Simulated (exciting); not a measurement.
Two BSE runs for the O K edge of SiO2, space group P3_221. Run A: exciting, all-electron LAPW+lo, PBEsol, exchange and screened direct term (singlet BSE), 3×3×3 shifted k points, 38 conduction bands, |G+q| up to 3 bohr⁻¹, full RPA screening with nempty = 70, Lorentzian half width 0.45 eV. Run B has a fault in its input.

Energy from the Kohn–Sham onset, core level to the lowest empty state found on the meshes used; one zero for both, scaled to A's maximum:

| E (eV) | A | B |
| --- | --- | --- |
| -5.5 | 0.01 | 0.00 |
| -5.0 | 0.02 | 0.00 |
| -4.5 | 0.02 | 0.01 |
| -4.0 | 0.02 | 0.01 |
| -3.5 | 0.03 | 0.01 |
| -3.0 | 0.04 | 0.01 |
| -2.5 | 0.06 | 0.01 |
| -2.0 | 0.11 | 0.01 |
| -1.5 | 0.17 | 0.01 |
| -1.0 | 0.24 | 0.01 |
| -0.5 | 0.52 | 0.01 |
| 0.0 | 0.90 | 0.02 |
| 0.5 | 0.98 | 0.02 |
| 1.0 | 0.75 | 0.03 |
| 1.5 | 0.65 | 0.04 |
| 2.0 | 0.49 | 0.05 |
| 2.5 | 0.39 | 0.10 |
| 3.0 | 0.33 | 0.13 |
| 3.5 | 0.30 | 0.19 |
| 4.0 | 0.29 | 0.38 |
| 4.5 | 0.25 | 0.62 |
| 5.0 | 0.21 | 0.82 |
| 5.5 | 0.17 | 0.70 |
| 6.0 | 0.16 | 0.62 |
| 6.5 | 0.17 | 0.51 |
| 7.0 | 0.20 | 0.42 |
| 7.5 | 0.19 | 0.37 |
| 8.0 | 0.17 | 0.31 |
| 8.5 | 0.14 | 0.30 |
| 9.0 | 0.13 | 0.28 |
| 9.5 | 0.14 | 0.24 |
| 10.0 | 0.14 | 0.19 |
| 10.5 | 0.12 | 0.17 |
| 11.0 | 0.11 | 0.16 |
| 11.5 | 0.10 | 0.17 |
| 12.0 | 0.10 | 0.19 |
| 12.5 | 0.09 | 0.18 |
| 13.0 | 0.09 | 0.15 |
| 13.5 | 0.09 | 0.13 |
| 14.0 | 0.08 | 0.13 |
| 14.5 | 0.08 | 0.15 |
| 15.0 | 0.07 | 0.13 |
| 15.5 | 0.07 | 0.11 |
| 16.0 | 0.07 | 0.11 |
| 16.5 | 0.07 | 0.10 |
| 17.0 | 0.07 | 0.10 |

What most likely went wrong in run B?

The basis cutoff rgkmax is far too low (basis cutoff rgkmax from 6.5 to 3.5). The spectrum differs from run A by 104 % r.m.s. Moving the earlier curve by +4.7 eV leaves 13 %. The highest maximum lies at 5.0 eV (0.83), against 0.3 eV (1.00). The first bright state moves from -1.64 to 2.72 eV. The lowest bare transition of this run lies at 4.77 eV, against 0.45. A small basis shifts bands and core levels against each other. Other settings could leave a like mark; this is the change that was made.

[Hosts, paths, dates, database ids (printed as entryN), source tags and the programs' standing remarks are cut or masked in the printed files.]
